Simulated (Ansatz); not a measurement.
Ti:

```
Ti
1.0
    -1.64100    1.64100    1.64100
     1.64100   -1.64100    1.64100
     1.64100    1.64100   -1.64100
Ti
1
Direct
  0.00000 0.00000 0.00000
```

This isn't the form of Ti at room conditions, which is hcp.

```yaml
Program: Ansatz 0.2.0
Task: relaxation of cell and atoms
Functional: RPBE
Dispersion: D3(BJ)
Potentials_or_basis: Ansatz PAW
Cutoff: "420 eV (not typed: the program's choice for these potentials)"
k_mesh: 11 × 11 × 11
Occupations: fermi-dirac, width 0.05 eV
Spin: no spin polarisation
```

At the start: volume 17.68 Å³/atom.

**Question.** Where does the relaxation end?

**Answer.** It ends after 9 steps and the volume is 12.42 Å³/atom (-29.7 %); space group Im-3m (No. 229, to 0.05 Å).

The path:
| step | energy change (eV) | largest force (eV/Å) | volume (Å³) |
| --- | --- | --- | --- |
| 1 | 0.0000 | 0.0000 | 17.68 |
| 2 | -0.4883 | 0.0000 | 15.21 |
| 3 | -0.7260 | 0.0000 | 12.99 |
| 4 | -0.7388 | 0.0000 | 12.32 |
| 5 | -0.7392 | 0.0000 | 12.42 |
| 6 | -0.7392 | 0.0000 | 12.42 |
| 7 | -0.7364 | 0.0000 | 12.42 |
| 8 | -0.7364 | 0.0000 | 12.42 |
| 9 | -0.7364 | 0.0000 | 12.42 |

Final structure:
```xyz
1
Lattice="-1.4589 1.4589 1.4589 1.4589 -1.4589 1.4589 1.4589 1.4589 -1.4589" Properties=species:S:1:pos:R:3 pbc="T T T"
Ti    0.0000    0.0000    0.0000
```

Caveat: the volume moved by over 15 % at a fixed basis, so the end points are rough; the plane-wave basis is chosen anew once the cell has moved, so the energies of steps on either side of that aren't comparable; the volume moved by -30 % from the deposited cell, more than functionals usually miss; pairwise dispersion overbinds metals, which lowers pressure and volume; the PAW data sets come from PBE, with cores solved anew for the run's functional, which leaves a small shift of forces and pressure.
